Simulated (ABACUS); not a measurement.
## Fe: equation of state with HCTH407

**Measured values to compare with.**

From “Pressure Induced Densification and Compression in a Reprocessed Borosilicate Glass”, 2018, pmc:5793612, for a bulk crystal of Fe: bulk modulus 166.4 GPa.

Fe:

```
Fe
1.0
    -1.44300    1.44300    1.44300
     1.44300   -1.44300    1.44300
     1.44300    1.44300   -1.44300
Fe
1
Direct
  0.00000 0.00000 0.00000
```

- Program: ABACUS 3.10.1
- Task: equation of state
- Functional: HCTH407
- Potentials or basis: SPMS ONCV 1.0 PBE
- Cutoff: 1225 eV
- Density cutoff: 4898 eV
- Basis: plane waves
- k mesh: 10 × 10 × 10
- Occupations: fermi-dirac, width 0.05 eV
- Spin: collinear spin, ferromagnetic start
- Starting moments: [3.0] μB

```
Equilibrium volume                      : 12.35 Å³/atom
Bulk modulus                            : 153 GPa
Pressure derivative of the bulk modulus : 2.5 (rough: it moves with the points fitted)
```

Energy against volume, from the lowest point:
| volume (Å³/atom) | energy (meV/atom) |
| --- | --- |
| 11.298 | 47.27 |
| 11.778 | 13.11 |
| 12.259 | 0.00 |
| 12.740 | 5.26 |

All runs of the series together: 57 s on 4 threads of Intel(R) Xeon(R) Platinum 8488C (Sapphire Rapids), on a shared host.

Measured bulk modulus of Fe: 166.4 GPa (quoted in “Pressure Induced Densification and Compression in a Reprocessed Borosilicate Glass”, 2018, pmc:5793612). This calculation gives 153 GPa (-8.0 %). The fit is for a static lattice scaled at fixed shape and fixed fractional positions.

Caveat: the fit is doubtful: noisy points or a state that changes with volume; the potentials were made for another functional, which shifts forces and pressure.
